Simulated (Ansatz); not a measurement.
# TiCo3: tests of the settings

One table from this session's results is given with a row withheld; the runs are named, their logs left out.

Computed with Ansatz 0.2.0 (DFT r2SCAN, scalar-relativistic, plane waves, PAW, unless a step's input says otherwise).

1 further run of the same task is left out (it didn't finish).

### The system as given

Symmetry: Pm-3m, No. 221, cubic system. Conventional cell: a = 3.614 Å, b = 3.614 Å, c = 3.614 Å, α = 90.00°, β = 90.00°, γ = 90.00°. Around Ti (site symmetry m-3m) lie 12 Co at 2.56 Å. Co (site symmetry 4/mmm) has 4 Ti at 2.56 Å and 8 Co at 2.56 Å as nearest neighbours.

Coordinates:

```
Ti Co
1.0
     3.61400    0.00000    0.00000
     0.00000    3.61400    0.00000
     0.00000    0.00000    3.61400
Ti Co
1 3
Direct
  0.00000 0.00000 0.00000
  0.00000 0.50000 0.50000
  0.50000 0.00000 0.50000
  0.50000 0.50000 0.00000
```

Source of the structure: the Crystallography Open Database. It is taken as it stands there.

### The base run, which the others are set against

input.yaml

```yaml
crystal:
  lattice:
    - [3.614, 0.0, 0.0]
    - [0.0, 3.614, 0.0]
    - [0.0, 0.0, 3.614]
  atoms:
    - { symbol: Ti, position: [0.0, 0.0, 0.0], spin: -0.76 }
    - { symbol: Co, position: [0.0, 0.5, 0.5], spin: 1.46 }
    - { symbol: Co, position: [0.5, 0.0, 0.5], spin: 1.46 }
    - { symbol: Co, position: [0.5, 0.5, 0.0], spin: 1.46 }
basis:
  ecutwfc: 500
kpoints:
  mp_grid: { grid: [12, 12, 12] }
hamiltonian:
  xc: r2scan
scf:
  occupations: { method: gaussian, width: 0.1 }
output:
  forces: true
  stress: true
  eigenvalues: true
  populations: true
  write_density: true
  write_potential: true
  elf: true
  volumetric_format: npy
magnetization:
  spin_polarized: true
```

It was run beforehand and gave: -4474.9207 eV/atom at zero smearing, pressure -4.27 GPa, largest force 0.000 eV/Å, no gap on the mesh, site moments Ti -0.68, Co +1.35 (×3) μB, in 20 SCF cycles and 3.6 min.

The first run:

input.yaml

```yaml
crystal:
  lattice:
    - [3.614, 0.0, 0.0]
    - [0.0, 3.614, 0.0]
    - [0.0, 0.0, 3.614]
  atoms:
    - { symbol: Ti, position: [0.0, 0.0, 0.0], spin: -0.74 }
    - { symbol: Co, position: [0.0, 0.5, 0.5], spin: 1.48 }
    - { symbol: Co, position: [0.5, 0.0, 0.5], spin: 1.48 }
    - { symbol: Co, position: [0.5, 0.5, 0.0], spin: 1.48 }
basis:
  ecutwfc: 500
kpoints:
  mp_grid: { grid: [1, 1, 1] }
hamiltonian:
  xc: r2scan
scf:
  occupations: { method: gaussian, width: 0.1 }
output:
  forces: true
  stress: true
  eigenvalues: true
  populations: true
magnetization:
  spin_polarized: true
```

The run is started by

```bash
$ ansatz run input.yaml --threads 1 --pin off --max-ram 2560MiB --backend cpu --events-out ev --progress --plain --runs-dir out
```

Steps of the session up to this table: K-point mesh: 1×1×1; K-point mesh set to 2×2×2; K-point mesh: 4×4×4; K-point mesh set to 6×6×6; K-point mesh set to 8×8×8; K-point mesh set to 10×10×10; K-point mesh: 14×14×14; K-point mesh set to 16×16×16.

One table of the session follows, with a row left open; its other results are not shown here.

It belongs to the step «What the k-point mesh changes». 

```
    mesh  ΔE (meV/atom)  pressure (GPa)  cell moment (μB)
   1×1×1            548           -7.30              5.00
   2×2×2           65.9           -3.36              2.50
   4×4×4          -1.47           -4.03              2.94
   6×6×6          -0.93           -4.68              2.74
   8×8×8           0.46           -4.07              2.89
10×10×10              ?               ?                 ?
12×12×12          -0.10           -4.27              2.85
14×14×14           0.86           -4.45              2.81
16×16×16           0.00           -4.32              2.82
```

Estimate the missing values for 10×10×10.

**Answer.** ΔE (meV/atom): 0.48; pressure (GPa): -4.44; cell moment (μB): 2.80. In the column «ΔE (meV/atom)» it lies between 8×8×8 (0.46) and 14×14×14 (0.86).

Limits of these values: The error changes sign along the series, since a k mesh isn't variational, and a metal needs dense meshes to resolve its Fermi surface. Other magnetic orders or occupations could lie lower; they were not searched in full. Warnings in the runs' records: stability check not made.
